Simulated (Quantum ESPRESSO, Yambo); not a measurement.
An input for Yambo 5.3.0 (Bi (buckled honeycomb monolayer)):

```
HF_and_locXC
gw0
dyson
cohsex
em1s
rim_cut
rim_w
RandQpts= 3000000
RandGvec= 100 RL
CUTGeo= "slab z"
RandGvecW= 9 RL
EXXRLvcs= 76 Ry
VXCRLvcs= 304 Ry
Chimod= "HARTREE"
% BndsRnXs
 1 | 296 |
%
NGsBlkXs= 8 Ry
% LongDrXs
 1 | 1 | 0 |
%
% GbndRnge
 1 | 296 |
%
DysSolver= "n"
ExtendOut
% QPkrange
 1 | 1 | 43 | 50 |
%
```

```sh
OMP_NUM_THREADS=1 mpirun -n 4 yambo -F gw6.in -J gw6 -C gw6 > gw6.log
```

The stored states that it reads are on a 6×6×1 mesh. The cell holds 2 atoms: 2 Bi. Cell: a = 4.360 Å, b = 4.360 Å, c = 14.000 Å, α = 90.0°, β = 90.0°, γ = 120.0°. Vacuum lies along c.

**Question.** Estimate wall time and host memory on 4 MPI ranks of Arm Neoverse V1, shared host.

It took 22 min; on shared hardware allow 11 min to 44 min. Peak host memory was 9.7 GiB.

The screening grows as filled bands × empty bands × pairs of k points, times the square of the screening basis for the matrix.

[Paths, hosts, dates, memory and timing lines, banners, echoed tables and standing remarks are left out of the program output.]

[Logs are printed without paths, hosts, clocks, repeated set-up lines and the standing remarks that a program may print on its own settings, such as how far it seeks lower states.]

[Runs of the session that timed out or met a known fault of the program may be left out.]

[Hosts, paths, dates, database ids (printed as entryN), source tags and the programs' standing remarks are cut or masked in the printed files.]
